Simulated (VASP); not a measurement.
# Si (P6_3/mmc) in VASP: further runs

The runs below take Si through single point, with PBE.

Program: VASP 6.6.1. These are calculated values, not measurements. Logs are shortened: lines on timing, memory, paths and dates and some standing lists are left out, and cuts for length are marked.

## 1. Starting point

The structure is hexagonal, space group P6_3/mmc (No. 194). The conventional cell has a = 3.831 Å, b = 3.831 Å, c = 6.333 Å, α = 90.00°, β = 90.00°, γ = 120.00°. Si (site symmetry 3m) has 4 Si at 2.35 to 2.37 Å as nearest neighbours.

This isn't the form of Si at room conditions, which is diamond.

## 2. Single point, PBE

The input, INCAR:

```
PREC = Accurate
ENCUT = 460
EDIFF = 1E-6
ISMEAR = 0
SIGMA = 0.1
LREAL = F
LASPH = T
NELM = 100
ALGO = Normal
ISIF = 2
LWAVE = F
LCHARG = F
GGA = PE
NBANDS = 16
ADDGRID = F
```

The input, KPOINTS:

```
Automatic mesh
0
Gamma
  4 4 2
```

The input, POSCAR:

```
Si
1.0
    3.8313174605      0.0000000000      0.0000000000
   -1.9156587303      3.3180182508      0.0000000000
    0.0000000000      0.0000000000      6.3326220002
Si
4
Direct
    0.6655130000      0.3227030000      0.9380340000
    0.3547120000      0.6831860000      0.4293900000
    0.6599490000      0.3251260000      0.5656880000
    0.3139780000      0.6447660000      0.0617650000
```

Potentials or basis: VASP PAW PBE potentials, release 64 (Si).

Command:

```sh
$ cat potpaw_PBE.64/Si/POTCAR > POTCAR
$ mpirun -np 1 vasp_std > vasp.out
```

OUTCAR:

```text
PREC = Accurate
   ENCUT = 460
   EDIFF = 1E-6
   ISMEAR = 0
   LREAL = F
   LASPH = T
   NELM = 100
   ISIF = 2
   GGA = PE

 Found     20 irreducible k-points:

 Following reciprocal coordinates:
            Coordinates               Weight
  0.000000  0.000000  0.000000      1.000000
  0.250000  0.000000  0.000000      2.000000
  0.000000  0.250000  0.000000      2.000000
 -0.250000  0.250000  0.000000      2.000000
  0.500000  0.000000  0.000000      1.000000
  0.000000  0.500000  0.000000      1.000000
   k-points           NKPTS =     20   k-points in BZ     NKDIM =     20   number of bands    NBANDS=     16
   number of dos      NEDOS =    301   number of ions     NIONS =      4
   total plane-waves  NPLWV =  37632
   dimension x,y,z NGX =    28 NGY =   28 NGZ =   48
   dimension x,y,z NGXF=    56 NGYF=   56 NGZF=   96
   ions per type =               4
   NGX,Y,Z   is equivalent  to a cutoff of  12.15, 12.15, 12.60 a.u.
   NGXF,Y,Z  is equivalent  to a cutoff of  24.30, 24.30, 25.20 a.u.
 SYSTEM =  unknown system
   PREC   = accura    normal or accurate (medium, high low for compatibility)
   ISTART =      0    job   : 0-new  1-cont  2-samecut
   ICHARG =      2    charge: 1-file 2-atom 10-const
   ISPIN  =      1    spin polarized calculation?
   LNONCOLLINEAR =      F non collinear calculations
   LSORBIT =      F    spin-orbit coupling
   LASPH  =      T    aspherical Exc in radial PAW
   ENCUT  =  460.0 eV  33.81 Ry    5.81 a.u.   6.70  6.70 11.07*2*pi/ulx,y,z
   NELM   =    100;   NELMIN=  2; NELMDL= -5     # of ELM steps
   EDIFF  = 0.1E-05   stopping-criterion for ELM
   LREAL  =      F    real-space projection
   EDIFFG = 0.1E-04   stopping-criterion for IOM
   NSW    =      0    number of steps for IOM
   IBRION =     -1    ionic relax: 0-MD 1-quasi-New 2-CG
   NFREE  =      0    steps in history (QN), initial steepest desc. (CG)
   ISIF   =      2    stress and relaxation
   ISYM   =      2    0-nonsym 1-usesym 2-fastsym
   POTIM  = 0.5000    time-step for ionic-motion
   TEBEG  =    0.0;   TEEND  =   0.0 temperature during run
   PSTRESS=    0.0 pullay stress
   NELECT =      16.0000    total number of electrons
   NUPDOWN=      -1.0000    fix difference up-down
   EMIN   =  10.00;   EMAX   =-10.00  energy-range for DOS
   EFERMI =   0.00;   METHOD = LEGACY
   ISMEAR =     0;   SIGMA  =   0.10  broadening in eV -4-tet -1-fermi 0-gaus
   EFERMI_NEDOS =   21; number of points for ismear=-14 and -15
   IALGO  =     38    algorithm
   IMIX   =      4    mixing-type and parameters
     AMIX     =   0.40;   BMIX     =  1.00
     AMIX_MAG =   1.60;   BMIX_MAG =  1.00
  volume/ion in A,a.u.               =      20.13       135.81
  Fermi-wavevector in a.u.,A,eV,Ry     =   0.955384  1.805414 12.418837  0.912759
  Thomas-Fermi vector in A             =   2.084217
   LORBIT       =      0    0 simple, 1 ext, 2 COOP (PROOUT), +10 PAW based schemes
   GGA     = PE    functional components
   LHFCALC =     F    Hartree Fock is set to
   AEXX    =    0.0000 exact exchange contribution
   IVDW    =     0    specifies the selected vdW correction
   LEPSILON=     F    determine dielectric tensor
   LRPA    =     F    only Hartree local field effects (RPA)
 non-spin polarized calculation
 Gauss-broadening in eV      SIGMA  =   0.10
  energy-cutoff  :      460.00
  volume of cell :       80.50
 maximum number of plane-waves:      1834
 NGX is ok and might be reduce to    28
   NGX = 13   NGY = 13   NGZ = 23

 number of electron      16.0000000 magnetization

 Free energy of the ion-electron system (eV)
  ---------------------------------------------------
  ext. energy  EPLUGINS =         0.00000000
  ---------------------------------------------------
  free energy    TOTEN  =       -21.35512777 eV

  energy without entropy =      -21.35118850  energy(sigma->0) =      -21.35315814

 E-fermi :   6.3769     XC(G=0):  -9.3769

 val. band max:        6.3433471261   @ k =   0.0000   0.0000   0.0000
 cond. band min:       6.4502227551   @ k =   0.5000   0.5000   0.0000
 fundamental gap:      0.1068756290
 Fermi energy:         6.3769400517

 k-point     1 :       0.0000    0.0000    0.0000
  band No.  band energies     occupation
      1      -6.1596      2.00000
      2      -3.8200      2.00000
      3      -1.2762      2.00000
      4       4.4789      2.00000
      5       4.5376      2.00000
      6       5.4969      2.00000
[... 8 lines left out ...]
     15      10.3655      0.00000
     16      11.9090      0.00000

 k-point     2 :       0.2500    0.0000    0.0000
  band No.  band energies     occupation
      1      -5.4503      2.00000
      2      -3.0993      2.00000
      3      -1.0822      2.00000
      4       1.6145      2.00000
      5       3.0162      2.00000
      6       3.5940      2.00000
[... 8 lines left out ...]
     15      12.0022      0.00000
     16      12.6859      0.00000

 k-point     3 :       0.0000    0.2500    0.0000
  band No.  band energies     occupation
      1      -5.4452      2.00000
      2      -3.0869      2.00000
      3      -1.0970      2.00000
      4       1.6195      2.00000
      5       2.8587      2.00000
      6       3.6398      2.00000
[... 8 lines left out ...]
     15      12.0881      0.00000
     16      12.4972      0.00000

 k-point     4 :      -0.2500    0.2500    0.0000
  band No.  band energies     occupation
      1      -5.4505      2.00000
      2      -3.0922      2.00000
      3      -1.0892      2.00000
      4       1.6438      2.00000
      5       2.8968      2.00000
      6       3.6591      2.00000
[... 8 lines left out ...]
     15      12.0655      0.00000
     16      12.5726      0.00000

 k-point     5 :       0.5000    0.0000    0.0000
  band No.  band energies     occupation
      1      -4.0071      2.00000
      2      -2.4247      2.00000
      3      -1.5655      2.00000
      4       0.1978      2.00000
      5       1.3310      2.00000
      6       2.9873      2.00000
[... 8 lines left out ...]
     15      12.4828      0.00000
     16      14.2387      0.00000

 k-point     6 :       0.0000    0.5000    0.0000
  band No.  band energies     occupation
      1      -3.9568      2.00000
      2      -2.4990      2.00000
      3      -1.4646      2.00000
      4       0.0293      2.00000
      5       1.3513      2.00000
      6       2.9218      2.00000
[... 8 lines left out ...]
     15      12.3599      0.00000
     16      14.2041      0.00000

 [... further k-points ...]

------------------------ aborting loop because EDIFF is reached ----------------------------------------

  FORCE on cell =-STRESS in cart. coord.  units (eV):
  Direction    XX          YY          ZZ          XY          YZ          ZX
  --------------------------------------------------------------------------------------
  -------------------------------------------------------------------------------------
  Total        0.6867146      1.3163060      0.8708105      0.0479057      0.8866530      0.7292699
  in kB       13.6670996     26.1973262     17.3310064      0.9534267     17.6463046     14.5140420
  external PRESSURE =      19.0651440 kB  Pullay stress =       0.0000000 kB

 VOLUME and BASIS-vectors are now :
 -----------------------------------------------------------------------------
  energy-cutoff  :      460.00
  volume of cell :       80.50
      direct lattice vectors                 reciprocal lattice vectors
     3.831317461  0.000000000  0.000000000     0.261006823  0.150692360  0.000000000
    -1.915658730  3.318018251  0.000000000     0.000000000  0.301384720  0.000000000
     0.000000000  0.000000000  6.332622000     0.000000000  0.000000000  0.157912473

 POSITION                                       TOTAL-FORCE (eV/Angst)
 -----------------------------------------------------------------------------------
      1.93160      1.07073      5.94021        -0.705535     -0.537848     -0.036639
      0.05026      2.26682      2.71916        -0.571964     -0.996321      0.713858
      1.90564      1.07877      3.58229         0.558693      0.958302     -0.463653
     -0.03220      2.13935      0.39113         0.718806      0.575867     -0.213566
 -----------------------------------------------------------------------------------
    total drift:                                0.000018     -0.000055      0.000011

  FREE ENERGIE OF THE ION-ELECTRON SYSTEM (eV)
  ---------------------------------------------------
  free  energy   TOTEN  =       -21.3551277683 eV

  energy  without entropy=      -21.3511885029  energy(sigma->0) =      -21.35315814
```

It took 17 s on 1 thread of AMD EPYC 7R13 (Zen 3), shared host; peak memory 0.14 GiB.

These settings aren't checked as converged: the numbers below hold their error.

What came out:

| Quantity | Value |
| --- | --- |
| Free energy | -21.3551 eV |
| Pressure | 1.9 GPa |
| Largest force | 1.353 eV/Å |
| Band gap on the k mesh | 0.11 eV, indirect (least direct gap 0.76 eV) |

Caveat: the k mesh is coarse (spacing up to 0.50 Å⁻¹), so the values aren't converged.

## 3. Single point, PBE

Edit INCAR of step 2 so:

```diff
@@ -4,3 +4,3 @@
 ISMEAR = 0
-SIGMA = 0.1
+SIGMA = 0.01
 LREAL = F
```

KPOINTS is that of step 2.

The input, POSCAR:

```
Si
1.0
    3.8313174605      0.0000000000      0.0000000000
   -1.9156587303      3.3180182508      0.0000000000
    0.0000000000      0.0000000000      6.3326220002
Si
4
Direct
    0.6666666667      0.3333333333      0.9369905000
    0.3333333333      0.6666666667      0.4369905000
    0.6666666667      0.3333333333      0.5630095000
    0.3333333333      0.6666666667      0.0630095000
```

Potentials or basis: VASP PAW PBE potentials, release 64 (Si).

Command:

```sh
$ cat potpaw_PBE.64/Si/POTCAR > POTCAR
$ mpirun -np 1 vasp_std > vasp.out
```

It took 7.9 s on 1 thread of AMD EPYC 7R13 (Zen 3), shared host; peak memory 0.14 GiB.

These settings aren't checked as converged: the numbers below hold their error.

Results:

* Free energy: -21.4693 eV
* Pressure: 1.8 GPa
* Largest force: 0.076 eV/Å
* Band gap on the k mesh: 0.41 eV, indirect (least direct gap 1.02 eV)

Caveat: the k mesh is coarse (spacing up to 0.50 Å⁻¹), so the values aren't converged.

## 4. Single point, PBE

INCAR is that of step 3.

KPOINTS is that of step 3.

The input, POSCAR:

```
Si
1.0
    3.8313174605      0.0000000000      0.0000000000
   -1.9156587303      3.3180182508      0.0000000000
    0.0000000000      0.0000000000      6.3326220002
Si
4
Direct
    0.6655130000      0.3227030000      0.9380340000
    0.3547120000      0.6831860000      0.4293900000
    0.6599490000      0.3251260000      0.5656880000
    0.3139780000      0.6447660000      0.0617650000
```

Potentials or basis: VASP PAW PBE potentials, release 64 (Si).

Command:

```sh
$ cat potpaw_PBE.64/Si/POTCAR > POTCAR
$ mpirun -np 1 vasp_std > vasp.out
```

OUTCAR:

```text
PREC = Accurate
   ENCUT = 460
   EDIFF = 1E-6
   ISMEAR = 0
   LREAL = F
   LASPH = T
   NELM = 100
   ISIF = 2
   GGA = PE

 Found     20 irreducible k-points:

 Following reciprocal coordinates:
            Coordinates               Weight
  0.000000  0.000000  0.000000      1.000000
  0.250000  0.000000  0.000000      2.000000
  0.000000  0.250000  0.000000      2.000000
 -0.250000  0.250000  0.000000      2.000000
  0.500000  0.000000  0.000000      1.000000
  0.000000  0.500000  0.000000      1.000000
   k-points           NKPTS =     20   k-points in BZ     NKDIM =     20   number of bands    NBANDS=     16
   number of dos      NEDOS =    301   number of ions     NIONS =      4
   total plane-waves  NPLWV =  37632
   dimension x,y,z NGX =    28 NGY =   28 NGZ =   48
   dimension x,y,z NGXF=    56 NGYF=   56 NGZF=   96
   ions per type =               4
   NGX,Y,Z   is equivalent  to a cutoff of  12.15, 12.15, 12.60 a.u.
   NGXF,Y,Z  is equivalent  to a cutoff of  24.30, 24.30, 25.20 a.u.
 SYSTEM =  unknown system
   PREC   = accura    normal or accurate (medium, high low for compatibility)
   ISTART =      0    job   : 0-new  1-cont  2-samecut
   ICHARG =      2    charge: 1-file 2-atom 10-const
   ISPIN  =      1    spin polarized calculation?
   LNONCOLLINEAR =      F non collinear calculations
   LSORBIT =      F    spin-orbit coupling
   LASPH  =      T    aspherical Exc in radial PAW
   ENCUT  =  460.0 eV  33.81 Ry    5.81 a.u.   6.70  6.70 11.07*2*pi/ulx,y,z
   NELM   =    100;   NELMIN=  2; NELMDL= -5     # of ELM steps
   EDIFF  = 0.1E-05   stopping-criterion for ELM
   LREAL  =      F    real-space projection
   EDIFFG = 0.1E-04   stopping-criterion for IOM
   NSW    =      0    number of steps for IOM
   IBRION =     -1    ionic relax: 0-MD 1-quasi-New 2-CG
   NFREE  =      0    steps in history (QN), initial steepest desc. (CG)
   ISIF   =      2    stress and relaxation
   ISYM   =      2    0-nonsym 1-usesym 2-fastsym
   POTIM  = 0.5000    time-step for ionic-motion
   TEBEG  =    0.0;   TEEND  =   0.0 temperature during run
   PSTRESS=    0.0 pullay stress
   NELECT =      16.0000    total number of electrons
   NUPDOWN=      -1.0000    fix difference up-down
   EMIN   =  10.00;   EMAX   =-10.00  energy-range for DOS
   EFERMI =   0.00;   METHOD = LEGACY
   ISMEAR =     0;   SIGMA  =   0.01  broadening in eV -4-tet -1-fermi 0-gaus
   EFERMI_NEDOS =   21; number of points for ismear=-14 and -15
   IALGO  =     38    algorithm
   IMIX   =      4    mixing-type and parameters
     AMIX     =   0.40;   BMIX     =  1.00
     AMIX_MAG =   1.60;   BMIX_MAG =  1.00
  volume/ion in A,a.u.               =      20.13       135.81
  Fermi-wavevector in a.u.,A,eV,Ry     =   0.955384  1.805414 12.418837  0.912759
  Thomas-Fermi vector in A             =   2.084217
   LORBIT       =      0    0 simple, 1 ext, 2 COOP (PROOUT), +10 PAW based schemes
   GGA     = PE    functional components
   LHFCALC =     F    Hartree Fock is set to
   AEXX    =    0.0000 exact exchange contribution
   IVDW    =     0    specifies the selected vdW correction
   LEPSILON=     F    determine dielectric tensor
   LRPA    =     F    only Hartree local field effects (RPA)
 non-spin polarized calculation
 Gauss-broadening in eV      SIGMA  =   0.01
  energy-cutoff  :      460.00
  volume of cell :       80.50
 maximum number of plane-waves:      1834
 NGX is ok and might be reduce to    28
   NGX = 13   NGY = 13   NGZ = 23

 number of electron      16.0000000 magnetization

 Free energy of the ion-electron system (eV)
  ---------------------------------------------------
  ext. energy  EPLUGINS =         0.00000000
  ---------------------------------------------------
  free energy    TOTEN  =       -21.35339883 eV

  energy without entropy =      -21.35339883  energy(sigma->0) =      -21.35339883

 E-fermi :   6.4056     XC(G=0):  -9.3734

 val. band max:        6.3593754618   @ k =   0.0000   0.0000   0.0000
 cond. band min:       6.4524482472   @ k =   0.5000   0.5000   0.0000
 fundamental gap:      0.0930727855
 Fermi energy:         6.4056438735

 k-point     1 :       0.0000    0.0000    0.0000
  band No.  band energies     occupation
      1      -6.1562      2.00000
      2      -3.8142      2.00000
      3      -1.2724      2.00000
      4       4.4816      2.00000
      5       4.5409      2.00000
      6       5.5014      2.00000
[... 8 lines left out ...]
     15      10.3726      0.00000
     16      11.9123      0.00000
[... 77 lines left out ...]
 k-point     6 :       0.0000    0.5000    0.0000
  band No.  band energies     occupation
      1      -3.9521      2.00000
      2      -2.4969      2.00000
      3      -1.4547      2.00000
      4       0.0292      2.00000
      5       1.3548      2.00000
      6       2.9244      2.00000
[... 8 lines left out ...]
     15      12.3617      0.00000
     16      14.2078      0.00000

 [... further k-points ...]

------------------------ aborting loop because EDIFF is reached ----------------------------------------

  FORCE on cell =-STRESS in cart. coord.  units (eV):
  Direction    XX          YY          ZZ          XY          YZ          ZX
  --------------------------------------------------------------------------------------
  -------------------------------------------------------------------------------------
  Total        0.7505761      1.2604492      0.9886150      0.0481109      0.9026821      0.7268418
  in kB       14.9380826     25.0856554     19.6755684      0.9575106     17.9653190     14.4657188
  external PRESSURE =      19.8997688 kB  Pullay stress =       0.0000000 kB

 VOLUME and BASIS-vectors are now :
 -----------------------------------------------------------------------------
  energy-cutoff  :      460.00
  volume of cell :       80.50
      direct lattice vectors                 reciprocal lattice vectors
     3.831317461  0.000000000  0.000000000     0.261006823  0.150692360  0.000000000
    -1.915658730  3.318018251  0.000000000     0.000000000  0.301384720  0.000000000
     0.000000000  0.000000000  6.332622000     0.000000000  0.000000000  0.157912473

 POSITION                                       TOTAL-FORCE (eV/Angst)
 -----------------------------------------------------------------------------------
      1.93160      1.07073      5.94021        -0.712617     -0.524783     -0.045924
      0.05026      2.26682      2.71916        -0.614950     -1.046486      0.743526
      1.90564      1.07877      3.58229         0.607079      1.013798     -0.490488
     -0.03220      2.13935      0.39113         0.720488      0.557470     -0.207114
 -----------------------------------------------------------------------------------
    total drift:                                0.000017     -0.000055      0.000011

  FREE ENERGIE OF THE ION-ELECTRON SYSTEM (eV)
  ---------------------------------------------------
  free  energy   TOTEN  =       -21.3533988349 eV

  energy  without entropy=      -21.3533988349  energy(sigma->0) =      -21.35339883
```

OSZICAR:

```text
N       E                     dE             d eps       ncg     rms          rms(c)
DAV:   1     0.241615367612E+02    0.24162E+02   -0.55159E+03   640   0.739E+02
DAV:   2    -0.200200610068E+02   -0.44182E+02   -0.40065E+02   888   0.119E+02
DAV:   3    -0.217201181015E+02   -0.17001E+01   -0.16869E+01   824   0.215E+01
DAV:   4    -0.217399603813E+02   -0.19842E-01   -0.19835E-01   792   0.302E+00
DAV:   5    -0.217402991747E+02   -0.33879E-03   -0.33878E-03   832   0.368E-01    0.693E+00
DAV:   6    -0.214725576829E+02    0.26774E+00   -0.10848E-01   736   0.156E+00    0.423E+00
DAV:   7    -0.213499034648E+02    0.12265E+00   -0.23297E-01   752   0.238E+00    0.261E-01
DAV:   8    -0.213526140279E+02   -0.27106E-02   -0.16804E-02   784   0.661E-01    0.119E-01
DAV:   9    -0.213532067626E+02   -0.59273E-03   -0.68687E-04   792   0.150E-01    0.834E-02
DAV:  10    -0.213533715917E+02   -0.16483E-03   -0.12742E-04   768   0.566E-02    0.167E-02
DAV:  11    -0.213533968096E+02   -0.25218E-04   -0.27098E-05   792   0.280E-02    0.825E-03
DAV:  12    -0.213533986555E+02   -0.18459E-05   -0.15987E-06   728   0.701E-03    0.327E-03
DAV:  13    -0.213533988349E+02   -0.17940E-06   -0.63284E-07   648   0.410E-03
   1 F= -.21353399E+02 E0= -.21353399E+02  d E =-.142931E-12
```

stdout:

```text
POSCAR found type information on POSCAR Si
 POSCAR found :  1 types and       4 ions
 scaLAPACK will be used
 LDA part: xc-table for (Slater+PW92), standard interpolation
 POSCAR, INCAR and KPOINTS ok, starting setup
 FFT: planning ... GRIDC
 FFT: planning ... GRID_SOFT
 FFT: planning ... GRID
 WAVECAR not read
 entering main loop
```

Run time: 16 s. Hardware: 1 thread of AMD EPYC 7R13 (Zen 3), shared host; peak memory 0.15 GiB.

These settings aren't checked as converged: the numbers below hold their error.

What came out:

```
Free energy            : -21.3534 eV
Pressure               : 2.0 GPa
Largest force          : 1.423 eV/Å
Band gap on the k mesh : 0.09 eV, indirect (least direct gap 0.74 eV)
```

Caveat: the k mesh is coarse (spacing up to 0.50 Å⁻¹), so the values aren't converged.
